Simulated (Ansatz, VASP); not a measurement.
**Sn2Ge: VASP beside Ansatz**

```
Sn Ge
1.0
     4.50418    0.00000    0.00000
    -2.25209    3.90074    0.00000
     0.00000    0.00000   11.03936
Sn Ge
4 2
Cartesian
  0.0000 2.6005 6.0648
  2.2521 1.3002 2.0959
  2.2521 1.3002 4.9746
  0.0000 2.6005 8.9434
  0.0000 0.0000 9.7850
  0.0000 0.0000 1.2544
```

Alike in both runs: functional PBE; k mesh 6 × 6 × 2; occupations gaussian, width 0.1 eV; no spin polarisation.

Ansatz relaxed the structure, and its values are those at the end. VASP's run is a single point on that final structure, the one shown.

|  | VASP | Ansatz |
| --- | --- | --- |
| version | VASP 6.6.1 | Ansatz 0.2.0 |
| potentials or method | VASP PAW PBE potentials, release 64 (Sn_d, Ge_d) | scalar-relativistic, plane waves, PAW |
| plane-wave cutoff (eV) | 520 | 420 |
| valence electrons in the cell | 84 | 84 |

```csv
,VASP,Ansatz,Ansatz less VASP
gap on the k mesh at the Fermi level (eV),none,none,-
pressure (GPa),0.0,0.0,+0.05
rms of the force components (eV/Å),0.015,0.015,+0.0002
```

A gap of «none» marks a metal or a gap that the smearing closes. With one functional, cell and mesh, what is left measures potentials, basis and numerics.
